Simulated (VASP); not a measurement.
# FeO (Wuestite) (Fm-3m) in VASP: further runs, part 2 of 2

VASP 6.6.1.

### 10 Equation of state, PBEsol, collinear spin, ferromagnetic start, 9.61 Å³/atom (volume scaled by 0.96)

INCAR

```
PREC     = Accurate       # precision mode
ENCUT    = 520            # plane-wave cutoff, eV
EDIFF    = 1E-7           # SCF threshold, eV
ISMEAR   = -1             # smearing method
SIGMA    = 0.05           # smearing width, eV
LREAL    = False          # projectors in reciprocal space
LASPH    = True           # aspherical terms in the spheres
NELM     = 120            # most SCF steps
ALGO     = Normal         # electronic algorithm
ISIF     = 2              # what is computed and relaxed
LWAVE    = False          # write WAVECAR
LCHARG   = False          # write CHGCAR
ISPIN    = 2              # spin polarisation
MAGMOM   = 3 0            # initial moments
LORBIT   = 11             # projections on sites
LMAXMIX  = 4              # l up to which the mixer works
GGA      = PS             # functional
NBANDS   = 18             # bands
```

KPOINTS

```
regular mesh
0
Gamma
  11 11 11
```

POSCAR

```
FeO
1.0
    0.0000000000      2.1262694020      2.1262694020
    2.1262694020      0.0000000000      2.1262694020
    2.1262694020      2.1262694020      0.0000000000
Fe O
1 1
Direct
    0.0000000000      0.0000000000      0.0000000000
    0.5000000000      0.5000000000      0.5000000000
```

Run with:

```sh
$ cat potpaw_PBE.64/Fe/POTCAR potpaw_PBE.64/O/POTCAR > POTCAR
$ mpirun -np 1 vasp_std > vasp.out
```

It took 17 s on 1 thread of Intel Xeon 6975P-C (Granite Rapids), shared host; peak memory 0.16 GiB.

It converged, with:

* Free energy: -15.8658 eV
* Pressure: -0.5 GPa
* Band gap on the k mesh: none (metal or under the smearing width)
* Net moment: 4.00 μB per cell
* Site moments: Fe +3.60; O +0.31 μB
* Valence electrons inside the program's atomic spheres: Fe 6.81; O 4.99

Caveat: the PAW data sets were made with another functional, which shifts forces and pressure a little; a cell with one magnetic atom can't hold antiferromagnetic order, which such compounds often take; semilocal functionals often make such compounds metallic where correlation or magnetic order opens a gap, which also shifts bond lengths.

### 11 Equation of state, PBEsol, collinear spin, ferromagnetic start, 9.81 Å³/atom (volume scaled by 0.98)

INCAR is that of step 10.

KPOINTS is that of step 10.

POSCAR

```
FeO
1.0
    0.0000000000      2.1409337923      2.1409337923
    2.1409337923      0.0000000000      2.1409337923
    2.1409337923      2.1409337923      0.0000000000
Fe O
1 1
Direct
    0.0000000000      0.0000000000      0.0000000000
    0.5000000000      0.5000000000      0.5000000000
```

Run with:

```sh
$ cat potpaw_PBE.64/Fe/POTCAR potpaw_PBE.64/O/POTCAR > POTCAR
$ mpirun -np 1 vasp_std > vasp.out
```

It took 16 s on 1 thread of Intel Xeon 6975P-C (Granite Rapids), shared host; peak memory 0.17 GiB.

It converged, with:

```
Free energy                                           : -15.8598 eV
Pressure                                              : -4.6 GPa
Band gap on the k mesh                                : none (metal or under the smearing width)
Net moment                                            : 4.00 μB per cell
Site moments                                          : Fe +3.61; O +0.31 μB
Valence electrons inside the program's atomic spheres : Fe 6.78; O 4.98
```

Caveat: the PAW data sets were made with another functional, which shifts forces and pressure a little; a cell with one magnetic atom can't hold antiferromagnetic order, which such compounds often take; semilocal functionals often make such compounds metallic where correlation or magnetic order opens a gap, which also shifts bond lengths.

### 12 Equation of state, PBEsol, collinear spin, ferromagnetic start, 10.21 Å³/atom (volume scaled by 1.02)

INCAR is that of step 11.

KPOINTS is that of step 11.

POSCAR

```
FeO
1.0
    0.0000000000      2.1696745882      2.1696745882
    2.1696745882      0.0000000000      2.1696745882
    2.1696745882      2.1696745882      0.0000000000
Fe O
1 1
Direct
    0.0000000000      0.0000000000      0.0000000000
    0.5000000000      0.5000000000      0.5000000000
```

Potentials or basis: VASP PAW PBE potentials, release 64 (Fe, O).

Run with:

```sh
$ cat potpaw_PBE.64/Fe/POTCAR potpaw_PBE.64/O/POTCAR > POTCAR
$ mpirun -np 1 vasp_std > vasp.out
```

It took 17 s on 1 thread of Intel Xeon 6975P-C (Granite Rapids), shared host; peak memory 0.16 GiB.

The run converged. Its results:

| Item | Value |
| --- | --- |
| Free energy | -15.8199 eV |
| Pressure | -11.5 GPa |
| Band gap on the k mesh | none (metal or under the smearing width) |
| Net moment | 4.00 μB per cell |
| Site moments | Fe +3.61; O +0.30 μB |
| Valence electrons inside the program's atomic spheres | Fe 6.71; O 4.96 |

Caveat: the PAW data sets were made with another functional, which shifts forces and pressure a little; a cell with one magnetic atom can't hold antiferromagnetic order, which such compounds often take; semilocal functionals often make such compounds metallic where correlation or magnetic order opens a gap, which also shifts bond lengths.

### 13 Equation of state, PBEsol, collinear spin, ferromagnetic start, 10.41 Å³/atom (volume scaled by 1.04)

INCAR is that of step 12.

KPOINTS is that of step 12.

POSCAR

```
FeO
1.0
    0.0000000000      2.1837637790      2.1837637790
    2.1837637790      0.0000000000      2.1837637790
    2.1837637790      2.1837637790      0.0000000000
Fe O
1 1
Direct
    0.0000000000      0.0000000000      0.0000000000
    0.5000000000      0.5000000000      0.5000000000
```

Run with:

```sh
$ cat potpaw_PBE.64/Fe/POTCAR potpaw_PBE.64/O/POTCAR > POTCAR
$ mpirun -np 1 vasp_std > vasp.out
```

Wall time 16 s (1 thread of Intel Xeon 6975P-C (Granite Rapids), shared host); peak memory 0.17 GiB.

Results (log left out):

| Quantity | Value |
| --- | --- |
| Free energy | -15.7879 eV |
| Pressure | -14.4 GPa |
| Band gap on the k mesh | none (metal or under the smearing width) |
| Net moment | 4.00 μB per cell |
| Site moments | Fe +3.62; O +0.30 μB |
| Valence electrons inside the program's atomic spheres | Fe 6.68; O 4.95 |

Caveat: the PAW data sets were made with another functional, which shifts forces and pressure a little; a cell with one magnetic atom can't hold antiferromagnetic order, which such compounds often take; semilocal functionals often make such compounds metallic where correlation or magnetic order opens a gap, which also shifts bond lengths.

### 14 Equation of state, PBEsol, collinear spin, ferromagnetic start, 10.61 Å³/atom (volume scaled by 1.06)

INCAR is that of step 13.

KPOINTS is that of step 13.

POSCAR

```
FeO
1.0
    0.0000000000      2.1976734774      2.1976734774
    2.1976734774      0.0000000000      2.1976734774
    2.1976734774      2.1976734774      0.0000000000
Fe O
1 1
Direct
    0.0000000000      0.0000000000      0.0000000000
    0.5000000000      0.5000000000      0.5000000000
```

Run with:

```sh
$ cat potpaw_PBE.64/Fe/POTCAR potpaw_PBE.64/O/POTCAR > POTCAR
$ mpirun -np 1 vasp_std > vasp.out
```

It took 16 s on 1 thread of Intel Xeon 6975P-C (Granite Rapids), shared host; peak memory 0.17 GiB.

It converged, with:

```
Free energy                                           : -15.7491 eV
Pressure                                              : -17.0 GPa
Band gap on the k mesh                                : none (metal or under the smearing width)
Net moment                                            : 4.00 μB per cell
Site moments                                          : Fe +3.62; O +0.29 μB
Valence electrons inside the program's atomic spheres : Fe 6.65; O 4.94
```

Caveat: the PAW data sets were made with another functional, which shifts forces and pressure a little; a cell with one magnetic atom can't hold antiferromagnetic order, which such compounds often take; semilocal functionals often make such compounds metallic where correlation or magnetic order opens a gap, which also shifts bond lengths.

### 15 Equation of state, PBEsol, collinear spin, ferromagnetic start

Potentials or basis: VASP PAW PBE potentials, release 64 (Fe, O).

This step only gathers the single runs of the series.

Results:

| Item | Value |
| --- | --- |
| Equilibrium volume | 9.60 Å³/atom |
| Bulk modulus | 210 GPa |
| Pressure derivative of the bulk modulus | 4.5 |

Energy against volume, from the lowest point:
```tsv
volume (Å³/atom)	energy (meV/atom)
9.413	2.45
9.613	0.00
9.813	3.00
10.013	10.84
10.214	22.97
10.414	38.94
10.614	58.37
```

Caveat: the PAW data sets were made with another functional, which shifts forces and pressure a little.
